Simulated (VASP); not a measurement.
# Co (P6_3/mmc) in VASP: band structure with PBE

Aim: the band structure of Co with PBE.

Everything below comes from runs of VASP 6.6.1. Logs are shortened: lines on timing, memory, paths and dates and some standing lists are left out, and cuts for length are marked.

### Step 1. The structure

It takes space group P6_3/mmc (No. 194, hexagonal). Conventional cell: a = 2.471 Å, b = 2.471 Å, c = 4.170 Å, α = 90.00°, β = 90.00°, γ = 120.00°. Co (site symmetry -6m2) has 12 Co at 2.47 to 2.53 Å as nearest neighbours.

### Step 2. Band structure, PBE, collinear spin, ferromagnetic start

INCAR reads:

```
  PREC = Accurate
  ENCUT = 520
  EDIFF = 1E-7
  ISMEAR = 0
  SIGMA = 0.1
  LREAL = False
  LASPH = True
  NELM = 150
  ALGO = Normal
  ISIF = 2
  LWAVE = False
  LCHARG = False
  ISPIN = 2
  MAGMOM = 1.5 1.5
  LORBIT = 11
  LMAXMIX = 4
  GGA = PE
  NBANDS = 20
```

KPOINTS reads:

```
regular mesh
0
Gamma
  6 6 2
```

POSCAR reads:

```
Co                                      
1.0
    2.4705471541      0.0000000000      0.0000000000
   -1.2352735771      2.1395565991      0.0000000000
    0.0000000000      0.0000000000      4.1695603545
  Co            
     2
Direct
     0.3333333300000021    0.6666666699999979    0.2500000000000000
     0.6666666699999979    0.3333333300000021    0.7500000000000000
```

KPOINTS_OPT reads:

```
path GMKGALHA,LM,KH
20
line-mode
reciprocal
 0.0000000000  0.0000000000  0.0000000000  G
 0.5000000000  0.0000000000  0.0000000000  M

 0.5000000000  0.0000000000  0.0000000000  M
 0.3333333333  0.3333333333  0.0000000000  K

 0.3333333333  0.3333333333  0.0000000000  K
 0.0000000000  0.0000000000  0.0000000000  G

 0.0000000000  0.0000000000  0.0000000000  G
 0.0000000000  0.0000000000  0.5000000000  A

 0.0000000000  0.0000000000  0.5000000000  A
 0.5000000000  0.0000000000  0.5000000000  L

 0.5000000000  0.0000000000  0.5000000000  L
 0.3333333333  0.3333333333  0.5000000000  H

 0.3333333333  0.3333333333  0.5000000000  H
 0.0000000000  0.0000000000  0.5000000000  A

 0.5000000000  0.0000000000  0.5000000000  L
 0.5000000000  0.0000000000  0.0000000000  M

 0.3333333333  0.3333333333  0.0000000000  K
 0.3333333333  0.3333333333  0.5000000000  H
```

Potentials or basis: VASP PAW PBE potentials, release 64 (Co).

Command:

```sh
$ cat potpaw_PBE.64/Co/POTCAR > POTCAR
$ mpirun -np 1 vasp_std > vasp.out
```

OUTCAR:

```text
PREC = Accurate
   ENCUT = 520
   EDIFF = 1E-7
   ISMEAR = 0
   LREAL = False
   LASPH = True
   NELM = 150
   ISIF = 2
   ISPIN = 2
   LORBIT = 11
   GGA = PE

 ion  position               nearest neighbor table
   1  0.333  0.667  0.250-   2 2.53   2 2.53   2 2.53   2 2.53   2 2.53   2 2.53
   2  0.667  0.333  0.750-   1 2.53   1 2.53   1 2.53   1 2.53   1 2.53   1 2.53

  LATTYP: Found a hexagonal cell.
 ALAT       =     2.4705471541
 C/A-ratio  =     1.6877072545

  Lattice vectors:

 A1 = (   2.4705471541,   0.0000000000,   0.0000000000)
 A2 = (  -1.2352735771,   2.1395565991,   0.0000000000)
 A3 = (   0.0000000000,   0.0000000000,   4.1695603545)

Analysis of symmetry for initial positions (statically):
=====================================================================
 Subroutine PRICEL returns:
 Original cell was already a primitive cell.

 Routine SETGRP: Setting up the symmetry group for a
 hexagonal supercell.

 Subroutine GETGRP returns: Found 24 space group operations
 (whereof 12 operations were pure point group operations)
 out of a pool of 24 trial point group operations.

The static configuration has the point symmetry D_3d.
 The point group associated with its full space group is D_6h.

Analysis of symmetry for dynamics (positions and initial velocities):
=====================================================================
 Subroutine PRICEL returns:
 Original cell was already a primitive cell.

 Routine SETGRP: Setting up the symmetry group for a
 hexagonal supercell.

 Subroutine GETGRP returns: Found 24 space group operations
 (whereof 12 operations were pure point group operations)
 out of a pool of 24 trial point group operations.

The dynamic configuration has the point symmetry D_3d.
 The point group associated with its full space group is D_6h.

Analysis of structural, dynamic, and magnetic symmetry:
=====================================================================
 Subroutine PRICEL returns:
 Original cell was already a primitive cell.

 Routine SETGRP: Setting up the symmetry group for a
 hexagonal supercell.

 Subroutine GETGRP returns: Found 24 space group operations
 (whereof 12 operations were pure point group operations)
 out of a pool of 24 trial point group operations.

The overall configuration has the point symmetry D_3d.
 The point group associated with its full space group is D_6h.

 Subroutine INISYM returns: Found 24 space group operations
 (whereof 12 operations are pure point group operations),
 and found     1 'primitive' translations

----------------------------------------------------------------------------------------

                                     Primitive cell

  volume of cell :      22.0398

  direct lattice vectors                    reciprocal lattice vectors
     2.470547154  0.000000000  0.000000000     0.404768635  0.233693280  0.000000000
    -1.235273577  2.139556599  0.000000000     0.000000000  0.467386561  0.000000000
     0.000000000  0.000000000  4.169560354     0.000000000  0.000000000  0.239833439

  length of vectors
     2.470547154  2.470547156  4.169560354     0.467386561  0.467386561  0.239833439

  position of ions in fractional coordinates (direct lattice)
     0.333333330  0.666666670  0.250000000
     0.666666670  0.333333330  0.750000000

  ion indices of the primitive-cell ions
   primitive index   ion index
                 1           1
                 2           2

----------------------------------------------------------------------------------------

 KPOINTS: regular mesh

Automatic generation of k-mesh.
 Grid dimensions read from file:
 generate k-points for:    6    6    2

 Generating k-lattice:

  Cartesian coordinates                     Fractional coordinates (reciprocal lattice)
     0.067461439  0.038948880  0.000000000     0.166666667  0.000000000  0.000000000
     0.000000000  0.077897760  0.000000000     0.000000000  0.166666667  0.000000000
     0.000000000  0.000000000  0.119916720     0.000000000  0.000000000  0.500000000

  Length of vectors
     0.077897760  0.077897760  0.119916720

  Shift w.r.t. Gamma in fractional coordinates (k-lattice)
     0.000000000  0.000000000  0.000000000

 Subroutine IBZKPT returns following result:
 ===========================================

 Found     14 irreducible k-points:

 Following reciprocal coordinates:
            Coordinates               Weight
  0.000000  0.000000  0.000000      1.000000
  0.166667  0.000000  0.000000      6.000000
  0.333333  0.000000  0.000000      6.000000
  0.500000  0.000000  0.000000      3.000000
  0.166667  0.166667  0.000000      6.000000
  0.333333  0.166667  0.000000     12.000000
  0.333333  0.333333  0.000000      2.000000
  0.000000  0.000000  0.500000      1.000000
  0.166667  0.000000  0.500000      6.000000
  0.333333  0.000000  0.500000      6.000000
  0.500000  0.000000  0.500000      3.000000
  0.166667  0.166667  0.500000      6.000000
  0.333333  0.166667  0.500000     12.000000
  0.333333  0.333333  0.500000      2.000000
   k-points           NKPTS =     14   k-points in BZ     NKDIM =     14   number of bands    NBANDS=     20
   number of dos      NEDOS =    301   number of ions     NIONS =      2
   total plane-waves  NPLWV =  10368
   dimension x,y,z NGX =    18 NGY =   18 NGZ =   32
   dimension x,y,z NGXF=    36 NGYF=   36 NGZF=   64
   ions per type =               2
   NGX,Y,Z   is equivalent  to a cutoff of  12.11, 12.11, 12.76 a.u.
   NGXF,Y,Z  is equivalent  to a cutoff of  24.22, 24.22, 25.52 a.u.
 SYSTEM =  unknown system
   PREC   = accura    normal or accurate (medium, high low for compatibility)
   ISTART =      0    job   : 0-new  1-cont  2-samecut
   ICHARG =      2    charge: 1-file 2-atom 10-const
   ISPIN  =      2    spin polarized calculation?
   LNONCOLLINEAR =      F non collinear calculations
   LSORBIT =      F    spin-orbit coupling
   LASPH  =      T    aspherical Exc in radial PAW
   ENCUT  =  520.0 eV  38.22 Ry    6.18 a.u.   4.59  4.59  7.75*2*pi/ulx,y,z
   NELM   =    150;   NELMIN=  2; NELMDL= -5     # of ELM steps
   EDIFF  = 0.1E-06   stopping-criterion for ELM
   LREAL  =      F    real-space projection
   EDIFFG = 0.1E-05   stopping-criterion for IOM
   NSW    =      0    number of steps for IOM
   IBRION =     -1    ionic relax: 0-MD 1-quasi-New 2-CG
   NFREE  =      0    steps in history (QN), initial steepest desc. (CG)
   ISIF   =      2    stress and relaxation
   ISYM   =      2    0-nonsym 1-usesym 2-fastsym
   POTIM  = 0.5000    time-step for ionic-motion
   TEBEG  =    0.0;   TEEND  =   0.0 temperature during run
   PSTRESS=    0.0 pullay stress
   NELECT =      18.0000    total number of electrons
   NUPDOWN=      -1.0000    fix difference up-down
   EMIN   =  10.00;   EMAX   =-10.00  energy-range for DOS
   EFERMI =   0.00;   METHOD = LEGACY
   ISMEAR =     0;   SIGMA  =   0.10  broadening in eV -4-tet -1-fermi 0-gaus
   EFERMI_NEDOS =   21; number of points for ismear=-14 and -15
   IALGO  =     38    algorithm
   IMIX   =      4    mixing-type and parameters
     AMIX     =   0.40;   BMIX     =  1.00
     AMIX_MAG =   1.60;   BMIX_MAG =  1.00
  volume/ion in A,a.u.               =      11.02        74.37
  Fermi-wavevector in a.u.,A,eV,Ry     =   1.530253  2.891759 31.860417  2.341675
  Thomas-Fermi vector in A             =   2.637762
   LORBIT       =     11    0 simple, 1 ext, 2 COOP (PROOUT), +10 PAW based schemes
   GGA     = PE    functional components
   LHFCALC =     F    Hartree Fock is set to
   AEXX    =    0.0000 exact exchange contribution
   IVDW    =     0    specifies the selected vdW correction
   LEPSILON=     F    determine dielectric tensor
   LRPA    =     F    only Hartree local field effects (RPA)
 spin polarized calculation
 Gauss-broadening in eV      SIGMA  =   0.10
  energy-cutoff  :      520.00
  volume of cell :       22.04
 maximum number of plane-waves:       604
   NGX =  9   NGY =  9   NGZ = 15

 number of electron      17.9999990 magnetization       3.6013232

 Free energy of the ion-electron system (eV)
  ---------------------------------------------------
  ext. energy  EPLUGINS =         0.00000000
  ---------------------------------------------------
  free energy    TOTEN  =       -14.02314187 eV

  energy without entropy =      -14.00778858  energy(sigma->0) =      -14.01546522

 E-fermi :  10.0252     XC(G=0): -13.3130

 val. band max:       10.0006430179   @ k =   0.1667   0.1667   0.5000
 cond. band min:      10.0729307273   @ k =   0.3333   0.1667   0.5000
 fundamental gap:      0.0722877094
 Fermi energy:        10.0251590149

 spin component 1

 k-point     1 :       0.0000    0.0000    0.0000
  band No.  band energies     occupation
      1       1.1748      1.00000
      2       4.8843      1.00000
      3       7.1920      1.00000
      4       7.4295      1.00000
      5       7.4295      1.00000
      6       7.6871      1.00000
[... 12 lines left out ...]
     19      36.4641      0.00000
[... 282 lines left out ...]
      3       6.3188      1.00000
      4       6.3188      1.00000
      5       7.0751      1.00000
      6       7.0751      1.00000
[... 12 lines left out ...]
     19      32.6438      0.00000
     20      32.6438      0.00000
 Fermi energy:        10.0251590149

 spin component 2

 k-point     1 :       0.0000    0.0000    0.0000
  band No.  band energies     occupation
      1       1.2627      1.00000
      2       5.8632      1.00000
      3       8.8747      1.00000
      4       9.1741      1.00000
      5       9.1741      1.00000
      6       9.4774      1.00000
[... 12 lines left out ...]
     19      36.8434      0.00000
[... 283 lines left out ...]
      4       7.7103      1.00000
      5       8.3822      1.00000
      6       8.3822      1.00000
[... 12 lines left out ...]
     19      32.8338      0.00000
     20      32.8338      0.00000

------------------------ aborting loop because EDIFF is reached ----------------------------------------

  FORCE on cell =-STRESS in cart. coord.  units (eV):
  Direction    XX          YY          ZZ          XY          YZ          ZX
  --------------------------------------------------------------------------------------
  -------------------------------------------------------------------------------------
  Total       -0.0005797     -0.0005797     -0.0006527      0.0000000      0.0000000      0.0000000
  in kB       -0.0421401     -0.0421401     -0.0474493      0.0000000      0.0000000      0.0000000
  external PRESSURE =      -0.0439099 kB  Pullay stress =       0.0000000 kB

 VOLUME and BASIS-vectors are now :
 -----------------------------------------------------------------------------
  energy-cutoff  :      520.00
  volume of cell :       22.04
      direct lattice vectors                 reciprocal lattice vectors
     2.470547154  0.000000000  0.000000000     0.404768635  0.233693280  0.000000000
    -1.235273577  2.139556599  0.000000000     0.000000000  0.467386561  0.000000000
     0.000000000  0.000000000  4.169560354     0.000000000  0.000000000  0.239833439

 POSITION                                       TOTAL-FORCE (eV/Angst)
 -----------------------------------------------------------------------------------
     -0.00000      1.42637      1.04239        -0.000000     -0.000000      0.000000
      1.23527      0.71319      3.12717         0.000000      0.000000      0.000000
 -----------------------------------------------------------------------------------
    total drift:                               -0.000000      0.000000     -0.000000

  FREE ENERGIE OF THE ION-ELECTRON SYSTEM (eV)
  ---------------------------------------------------
  free  energy   TOTEN  =       -14.0231418669 eV

  energy  without entropy=      -14.0077885805  energy(sigma->0) =      -14.01546522

 total charge

# of ion       s       p       d       tot
------------------------------------------
    1        0.491   0.512   7.239   8.242
    2        0.491   0.512   7.239   8.242
--------------------------------------------------
tot          0.982   1.024  14.478  16.485

 magnetization (x)

# of ion       s       p       d       tot
------------------------------------------
    1       -0.002  -0.034   1.845   1.809
    2       -0.002  -0.034   1.845   1.809
--------------------------------------------------
tot         -0.004  -0.068   3.691   3.619
```

It took 38 s on 1 thread of Intel Xeon 6975P-C (Granite Rapids), shared host; peak memory 0.16 GiB.

Results:

* Free energy: -14.0231 eV
* Pressure: 0.0 GPa
* Band gap along the path: none (metal or under the smearing width)
* Net moment: 3.60 μB per cell
* Site moments: Co +1.81 μB
* Valence electrons inside the program's atomic spheres: Co 8.24

Levels at the corners of the path, in eV from the Fermi level:
Spin up:
```csv
point,band 7,band 8,band 9,band 10,band 11,band 12,band 13,band 14
Γ,-2.34,-1.91,-1.91,-0.99,-0.99,-0.55,5.57,22.39
M,-2.31,-0.84,-0.66,-0.55,1.32,3.35,9.25,9.91
M,-2.31,-0.84,-0.66,-0.55,1.32,3.35,9.25,9.91
K,-2.06,-1.13,-1.06,-1.06,4.68,5.49,5.49,12.04
K,-2.06,-1.13,-1.06,-1.06,4.68,5.49,5.49,12.04
Γ,-2.34,-1.91,-1.91,-0.99,-0.99,-0.55,5.57,22.39
Γ,-2.34,-1.91,-1.91,-0.99,-0.99,-0.55,5.57,22.39
A,-2.63,-2.63,-1.28,-1.28,-1.28,-1.28,13.72,13.72
A,-2.63,-2.63,-1.28,-1.28,-1.28,-1.28,13.72,13.72
L,-1.12,-1.12,-0.59,-0.59,1.59,1.59,7.18,7.18
L,-1.12,-1.12,-0.59,-0.59,1.59,1.59,7.18,7.18
H,-2.01,-2.01,-0.86,-0.86,5.81,5.81,7.29,7.29
H,-2.01,-2.01,-0.86,-0.86,5.81,5.81,7.29,7.29
A,-2.63,-2.63,-1.28,-1.28,-1.28,-1.28,13.72,13.72
L,-1.12,-1.12,-0.59,-0.59,1.59,1.59,7.18,7.18
M,-2.31,-0.84,-0.66,-0.55,1.32,3.35,9.25,9.91
K,-2.06,-1.13,-1.06,-1.06,4.68,5.49,5.49,12.04
H,-2.01,-2.01,-0.86,-0.86,5.81,5.81,7.29,7.29
```
Spin down:
```
point  band 3  band 4  band 5  band 6  band 7  band 8  band 9  band 10  band 11  band 12
    Γ   -1.15   -0.85   -0.85   -0.55   -0.55   -0.51    0.14     0.14     1.17     1.17
    M   -3.08   -1.58   -1.01   -0.77   -0.69    1.33    1.34     1.46     2.58     4.36
    M   -3.08   -1.58   -1.01   -0.77   -0.69    1.33    1.34     1.46     2.58     4.36
    K   -2.62   -2.47   -1.22   -1.22   -0.37    0.85    0.85     1.01     5.53     6.33
    K   -2.62   -2.47   -1.22   -1.22   -0.37    0.85    0.85     1.01     5.53     6.33
    Γ   -1.15   -0.85   -0.85   -0.55   -0.55   -0.51    0.14     0.14     1.17     1.17
    Γ   -1.15   -0.85   -0.85   -0.55   -0.55   -0.51    0.14     0.14     1.17     1.17
    A   -1.61   -1.61   -0.86   -0.86   -0.86   -0.86    0.83     0.83     0.83     0.83
    A   -1.61   -1.61   -0.86   -0.86   -0.86   -0.86    0.83     0.83     0.83     0.83
    L   -2.33   -2.33    0.17    0.17    0.34    0.34    1.41     1.41     2.24     2.24
    L   -2.33   -2.33    0.17    0.17    0.34    0.34    1.41     1.41     2.24     2.24
    H   -2.31   -2.31   -1.64   -1.64   -0.14   -0.14    1.13     1.13     6.53     6.53
    H   -2.31   -2.31   -1.64   -1.64   -0.14   -0.14    1.13     1.13     6.53     6.53
    A   -1.61   -1.61   -0.86   -0.86   -0.86   -0.86    0.83     0.83     0.83     0.83
    L   -2.33   -2.33    0.17    0.17    0.34    0.34    1.41     1.41     2.24     2.24
    M   -3.08   -1.58   -1.01   -0.77   -0.69    1.33    1.34     1.46     2.58     4.36
    K   -2.62   -2.47   -1.22   -1.22   -0.37    0.85    0.85     1.01     5.53     6.33
    H   -2.31   -2.31   -1.64   -1.64   -0.14   -0.14    1.13     1.13     6.53     6.53
```

Caveat: the k mesh is coarse (spacing up to 0.75 Å⁻¹), so the values aren't converged.
